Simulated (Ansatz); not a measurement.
Input and command of a calculation in Ansatz (plane waves; scalar-relativistic PAW potentials unless the input names others):

```yaml
crystal:
  lattice:
    - [3.2300563402, 0.0, 0.0]
    - [-1.6150281701, 2.7973108462, 0.0]
    - [0.0, 0.0, 28.6666317632]
  atoms:
    - { symbol: O, position: [0.3333333333, 0.6666666667, 0.2616282255] }
    - { symbol: Zn, position: [0.6666666667, 0.3333333333, 0.2836475183] }
    - { symbol: O, position: [0.6666666667, 0.3333333333, 0.3525730768] }
    - { symbol: Zn, position: [0.3333333333, 0.6666666667, 0.3745923695] }
    - { symbol: O, position: [0.3333333333, 0.6666666667, 0.443517928] }
    - { symbol: Zn, position: [0.6666666667, 0.3333333333, 0.4655372208] }
    - { symbol: O, position: [0.6666666667, 0.3333333333, 0.5344627792] }
    - { symbol: Zn, position: [0.3333333333, 0.6666666667, 0.556482072] }
    - { symbol: O, position: [0.3333333333, 0.6666666667, 0.6254076305] }
    - { symbol: Zn, position: [0.6666666667, 0.3333333333, 0.6474269232] }
    - { symbol: O, position: [0.6666666667, 0.3333333333, 0.7163524817] }
    - { symbol: Zn, position: [0.3333333333, 0.6666666667, 0.7383717745] }
basis:
  ecutwfc: 420
kpoints:
  mp_grid: { grid: [7, 7, 1] }
hamiltonian:
  xc: lda
  pseudopotentials: { kind: paw, source: jth }
scf:
  occupations: { method: gaussian, width: 0.05 }
  eigensolver: { kind: davidson }
output:
  forces: true
  eigenvalues: true
  stress: true
efield:
  axis: 3
  dipole_correction: true
  ramp_width: 0.04
```

```bash
ansatz run input.yaml --threads 1 --pin off --max-ram 3072MiB --backend cpu --events-out ev --progress --plain --runs-dir out
```

Abridged log:
```
Warning: basis.ecutwfc = 420 eV is below the records' recommended 1380 eV, and the density's cutoff is lower with it unless basis.ecutrho_ratio is high enough to keep the records' density cutoff: compare with a run at a higher cutoff
Warning: <dir> the checks of this O dataset prove no rule for summing its radial tables, as where they were carried onto another mesh than they were made on, and Gregory's rule is taken, under which a leading mesh point left out moves its sums only by what lay on the interval it spanned. ...
Warning: <dir> the checks of this Zn dataset prove no rule for summing its radial tables, as where they were carried onto another mesh than they were made on, and Gregory's rule is taken, under which a leading mesh point left out moves its sums only by what lay on the interval it spanned. ...
Pseudopotentials: kind: paw
Pseudopotential: O, paw, valence charge 6, recommended cutoff 1380 eV (normal)
Pseudopotential: Zn, paw, valence charge 12, recommended cutoff 960 eV (normal)
Functional definition: SPW92
Crystal: 12 atoms, lattice volume = 259.017 Å³
Basis set: ecut = 420 eV, 5159 PW (Γ)
Bands: 66, of which v1, the nominal top of the filled ones, is band 54 counted from 1 (53 counted from 0)
Symmetry: 6 space group operations
Space group: P3m1 (ITA 156), of the structure as read, at distance tolerance 6.4e-5 Å
k-points: 8 of 49 (time reversal used)
Initial density: superposition of atomic densities (neutral atoms: chi_scale 0, normalization atom)
Initial wavefunctions: pseudopotential atomic-orbital guess
Functional: x = slater, c = lda
SCF iter   1: F=—  HF=-22807.830819 eV  |F-HF|=—  |Δ(HF+E_count)|=         —  Δρ=1.08e-1  dr2=4.85e1  ethr=4.64e-2  p=0.000 e·Å  D=6.57e-8 V/Å  ΔV_dip= 0.00 eV  dr2_dipole=1.80e1  V_vac-E_F(+/−)=7.65/7.65 eV  ⟨swp⟩=2.1  Hψ=3055  notcnv=0
efield: sawtooth ramp at fractional position 0.9800 (placed from the atoms, in the widest stretch of the axis that holds none; the zero of the levels goes with the place), width 0.0400; the density the first Hamiltonian is built on has a dipole p = 0.000 e·Å; the dipole correction subtracts the counter field D = 6.57e-8 V/Å, which shifts the + side's vacuum level by  0.00 eV against the − side's; the planar-averaged density in the ramp window peaks in size at 5.1e-6 e/Å³
SCF iter   2: F=—  HF=-22839.112164 eV  |F-HF|=—  |Δ(HF+E_count)|=    3.13e1  Δρ=2.25e-1  dr2=3.96e3  ethr=4.49e-2  p=0.803 e·Å  D=5.61e-1 V/Å  ΔV_dip=-16.09 eV  dr2_dipole=4.92e3  V_vac-E_F(+/−)=-4.41/11.68 eV  ⟨swp⟩=8.8  Hψ=1577  notcnv=0  defer=4  recentre
SCF iter   3: F=—  HF=-22805.566614 eV  |F-HF|=—  |Δ(HF+E_count)|=    3.35e1  Δρ=8.85e-2  dr2=3.79e1  ethr=4.49e-2  p=0.019 e·Å  D=1.33e-2 V/Å  ΔV_dip=-0.38 eV  dr2_dipole=1.71e1  V_vac-E_F(+/−)=7.28/7.65 eV  ⟨swp⟩=6.4  Hψ=1477  notcnv=0  defer=9
SCF iter   4: F=—  HF=-22803.398924 eV  |F-HF|=—  |Δ(HF+E_count)|=    2.17e0  Δρ=6.08e-2  dr2=2.98e1  ethr=3.51e-2  p=-0.167 e·Å  D=-1.17e-1 V/Å  ΔV_dip=3.35 eV  dr2_dipole=2.15e1  V_vac-E_F(+/−)=9.29/5.94 eV  ⟨swp⟩=3.9  Hψ=1104  notcnv=0  defer=16
SCF iter   5: F=—  HF=-22801.092143 eV  |F-HF|=—  |Δ(HF+E_count)|=    2.31e0  Δρ=2.81e-2  dr2=3.48e1  ethr=2.76e-2  p=-0.302 e·Å  D=-2.11e-1 V/Å  ΔV_dip=6.04 eV  dr2_dipole=3.48e1  V_vac-E_F(+/−)=11.16/5.16 eV  ⟨swp⟩=4.1  Hψ=1097  notcnv=0  defer=6
SCF iter   6: F=—  HF=-22798.996913 eV  |F-HF|=—  |Δ(HF+E_count)|=    2.10e0  Δρ=1.89e-2  dr2=9.90e0  ethr=2.76e-2  p=-0.378 e·Å  D=-2.64e-1 V/Å  ΔV_dip=7.58 eV  dr2_dipole=1.37e1  V_vac-E_F(+/−)=15.78/8.34 eV  ⟨swp⟩=5.8  Hψ=1221  notcnv=0  defer=9
SCF iter   7: F=—  HF=-22798.808727 eV  |F-HF|=—  |Δ(HF+E_count)|=   1.88e-1  Δρ=1.42e-2  dr2=1.17e1  ethr=9.17e-3  p=-0.316 e·Å  D=-2.21e-1 V/Å  ΔV_dip=6.32 eV  dr2_dipole=1.57e1  V_vac-E_F(+/−)=14.38/8.18 eV  ⟨swp⟩=3.6  Hψ=1086  notcnv=0  defer=10
SCF iter   8: F=—  HF=-22798.083661 eV  |F-HF|=—  |Δ(HF+E_count)|=   7.25e-1  Δρ=7.93e-3  dr2=1.68e0  ethr=9.17e-3  p=-0.188 e·Å  D=-1.32e-1 V/Å  ΔV_dip=3.77 eV  dr2_dipole=2.63e0  V_vac-E_F(+/−)=12.01/8.35 eV  ⟨swp⟩=3.9  Hψ=1091  notcnv=0  defer=17
   ...
SCF iter  20: F=—  HF=-22797.550648 eV  |F-HF|=—  |Δ(HF+E_count)|=   8.45e-6  Δρ=1.93e-4  dr2=1.43e-3  ethr=1.26e-6  p=0.237 e·Å  D=1.65e-1 V/Å  ΔV_dip=-4.74 eV  dr2_dipole=1.52e-3  V_vac-E_F(+/−)=3.79/8.53 eV  ⟨swp⟩=2.5  Hψ=968  notcnv=0  defer=4
SCF iter  21: F=—  HF=-22797.550635 eV  |F-HF|=—  |Δ(HF+E_count)|=   1.32e-5  Δρ=8.92e-5  dr2=2.86e-4  ethr=1.26e-6  p=0.236 e·Å  D=1.65e-1 V/Å  ΔV_dip=-4.73 eV  dr2_dipole=3.06e-4  V_vac-E_F(+/−)=3.80/8.53 eV  ⟨swp⟩=2.2  Hψ=969  notcnv=0  defer=2
SCF iter  22: F=—  HF=-22797.550621 eV  |F-HF|=—  |Δ(HF+E_count)|=   1.39e-5  Δρ=2.72e-5  dr2=1.54e-5  ethr=2.64e-7  p=0.236 e·Å  D=1.65e-1 V/Å  ΔV_dip=-4.73 eV  dr2_dipole=1.64e-5  V_vac-E_F(+/−)=3.80/8.53 eV  ⟨swp⟩=2.2  Hψ=964  notcnv=0  defer=2
SCF iter  23: F=—  HF=-22797.550621 eV  |F-HF|=—  |Δ(HF+E_count)|=   1.08e-7  Δρ=1.47e-5  dr2=1.72e-6  ethr=1.42e-8  p=0.236 e·Å  D=1.65e-1 V/Å  ΔV_dip=-4.73 eV  dr2_dipole=1.45e-6  V_vac-E_F(+/−)=3.80/8.53 eV  ⟨swp⟩=2.4  Hψ=966  notcnv=0  defer=3
SCF iter  24: F=—  HF=-22797.550621 eV  |F-HF|=—  |Δ(HF+E_count)|=   2.82e-7  Δρ=1.04e-5  dr2=6.14e-7  ethr=1.60e-9  p=0.236 e·Å  D=1.65e-1 V/Å  ΔV_dip=-4.73 eV  dr2_dipole=1.37e-7  V_vac-E_F(+/−)=3.80/8.53 eV  ⟨swp⟩=4.1  Hψ=1136  notcnv=0  defer=1
SCF iter  25: F=—  HF=-22797.550621 eV  |F-HF|=—  |Δ(HF+E_count)|=   6.62e-8  Δρ=8.44e-6  dr2=3.21e-7  ethr=5.68e-10  p=0.236 e·Å  D=1.65e-1 V/Å  ΔV_dip=-4.73 eV  dr2_dipole=7.20e-9  V_vac-E_F(+/−)=3.80/8.53 eV  ⟨swp⟩=3.4  Hψ=996  notcnv=0  defer=2
SCF iter  26: F=—  HF=-22797.550621 eV  |F-HF|=—  |Δ(HF+E_count)|=   8.13e-8  Δρ=5.82e-6  dr2=1.43e-7  ethr=2.97e-10  p=0.236 e·Å  D=1.65e-1 V/Å  ΔV_dip=-4.73 eV  dr2_dipole=3.86e-8  V_vac-E_F(+/−)=3.80/8.53 eV  ⟨swp⟩=3.2  Hψ=990  notcnv=0  defer=2
SCF iter  27: F=-22797.550621 eV  HF=-22797.550621 eV  |F-HF|=3.72e-8  |Δ(HF+E_count)|=   2.02e-8  Δρ=3.10e-6  dr2=6.01e-8  ethr=1.32e-10  p=0.236 e·Å  D=1.65e-1 V/Å  ΔV_dip=-4.73 eV  dr2_dipole=2.36e-9  V_vac-E_F(+/−)=3.80/8.53 eV  ⟨swp⟩=3.2  Hψ=1035  notcnv=0  defer=2
SCF 1 converged in 27 iterations: F = -22797.550621 eV  dr2 = 6.01e-8
  Residual-converged pass: ⟨swp⟩=4.0  Hψ=1739  notcnv=0  max |occ|·‖R‖ = 6.1e-6 eV (tolerance 6.7e-6 eV) dr2=5.72e-8  dr2_onsite=4.48e-9  max |Δocc| = 8.7e-11
SCF converged after 27 iterations
Free energy (F): -22797.550621 eV
Harris-Foulkes:  -22797.550621 eV  (|F-HF|=3.72e-8)
Internal energy: -22797.542457 eV  (E = F + TS)
E sigma→0 (E₀):  -22797.546539 eV
Entropy (-TS):   -0.008164 eV (-0.680 meV/atom)
Fermi energy:    1.986124 eV
Dipole field:    D = 0.165048 V/Å  (p = 0.236252 e·Å, saw-weighted, corrected)
Work function:   Φ+ = 3.7977 eV   Φ− = 8.5292 eV
Levels:          The Fermi level and band energies are counted from a zero that moves with the ramp; work functions are not
--- Forces (eV/Å), atoms counted from 1 ---
  atom   1  O      0.00000000     0.00000000     1.52496432
  atom   2  Zn     0.00000000     0.00000000    -1.43787186
  atom   3  O      0.00000000     0.00000000     0.50056306
  atom   4  Zn     0.00000000     0.00000000    -0.42249115
  atom   5  O      0.00000000     0.00000000     0.34151518
  atom   6  Zn     0.00000000     0.00000000    -0.35458973
  atom   7  O      0.00000000     0.00000000     0.37039048
  atom   8  Zn     0.00000000     0.00000000    -0.41343061
  atom   9  O      0.00000000     0.00000000     0.42193965
  atom  10  Zn     0.00000000     0.00000000    -0.58909450
  atom  11  O      0.00000000     0.00000000     0.87681050
  atom  12  Zn     0.00000000     0.00000000    -0.81876136
--- Stress (GPa, compression-positive) ---
       -4.635870       0.000000       0.000000
        0.000000      -4.635870       0.000000
        0.000000       0.000000      -2.314779
  P = ⅓ Tr σ = -3.8622 GPa (-38.622 kbar)
```

Apart from outputs and empty bands, the input differs from a reference run on usual settings in hamiltonian.pseudopotentials: not typed → {"kind": "paw", "source": "jth"}; kpoints.mp_grid.grid: [9, 9, 1] → [7, 7, 1]; scf.eigensolver.kind: not typed → "davidson". The reference, at the same geometry (not necessarily relaxed), gave pressure -3.91 GPa (averaged over a cell that holds vacuum), largest force 1.475 eV/Å, no gap on the mesh. This run converged in 27 SCF iterations (reference: 16) with a total energy on another zero, pressure -3.86 GPa (averaged over a cell that holds vacuum), largest force 1.525 eV/Å, no gap on the mesh. Its k mesh and cutoff are looser than usual. The Hamiltonian differs as well, so the change in the result can't be put down to that alone.